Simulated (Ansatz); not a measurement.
# Symmetry broken, then relaxed in Ta

Method: DFT PBE, scalar-relativistic, plane waves, PAW in Ansatz. The runs took a 420 eV cutoff, a Γ-centred 14×14×14 mesh and Gaussian smearing (0.15 eV). Spin–orbit coupling is left out, which can shift energies with elements as heavy as these. No spin polarisation. Energies are free energies at this smearing, counted from the undisturbed cell; pressure is positive in compression.

Reference structure (relaxed at this level):

```
Ta
1.0
    -1.65939    1.65939    1.65939
     1.65939   -1.65939    1.65939
     1.65939    1.65939   -1.65939
Ta
1
Cartesian
  0.0000 0.0000 0.0000
```

The cell is strained by (0.0093, -0.0039, -0.0054, 0.0047, -0.0048, 0.0011) (xx, yy, zz, yz, xz, xy; engineering shear). Cell and atoms are then relaxed.

Does the relaxation return to the undisturbed structure?

Yes (up to a choice of domain or origin): same space group and volume, and an energy 0.0 meV/atom from it. The disturbance itself cost 1.2 meV/atom. The final space group reads Im-3m (tolerance 0.05 Å) and the volume changes by 0.00 %.

Final structure:

```xyz
1
Lattice="-1.6592 1.6594 1.6594 1.6592 -1.6597 1.6596 1.6592 1.6596 -1.6596" Properties=species:S:1:pos:R:3 pbc="T T T"
Ta    0.0000    0.0000    0.0000
```

The relaxation, step by step (energy from the first step; small jumps at an unchanged geometry come where the plane waves are selected anew for the new cell):

| step | ΔE (meV/atom) | largest force component (eV/Å) | pressure (GPa) |
| --- | --- | --- | --- |
| 1 | 0.0 | 0.000 | 0.04 |
| 2 | -0.6 | 0.000 | -0.08 |
| 3 | -1.2 | 0.000 | 0.00 |
| 4 | -1.2 | 0.000 | 0.00 |

Frames along the relaxation (Å, eV/Å):

```xyz
1
Lattice="-1.678 1.656 1.658 1.670 -1.648 1.643 1.680 1.650 -1.651" Properties=species:S:1:pos:R:3:forces:R:3 pbc="T T T" step=1
Ta    0.000    0.000    0.000    0.000    0.000    0.000
1
Lattice="-1.646 1.663 1.663 1.650 -1.667 1.670 1.645 1.667 -1.667" Properties=species:S:1:pos:R:3:forces:R:3 pbc="T T T" step=2
Ta    0.000    0.000    0.000    0.000    0.000    0.000
1
Lattice="-1.659 1.659 1.659 1.659 -1.660 1.660 1.659 1.660 -1.660" Properties=species:S:1:pos:R:3:forces:R:3 pbc="T T T" step=3
Ta    0.000    0.000    0.000    0.000    0.000    0.000
1
Lattice="-1.659 1.659 1.659 1.659 -1.660 1.660 1.659 1.660 -1.660" Properties=species:S:1:pos:R:3:forces:R:3 pbc="T T T" step=4
Ta    0.000    0.000    0.000    0.000    0.000    0.000
```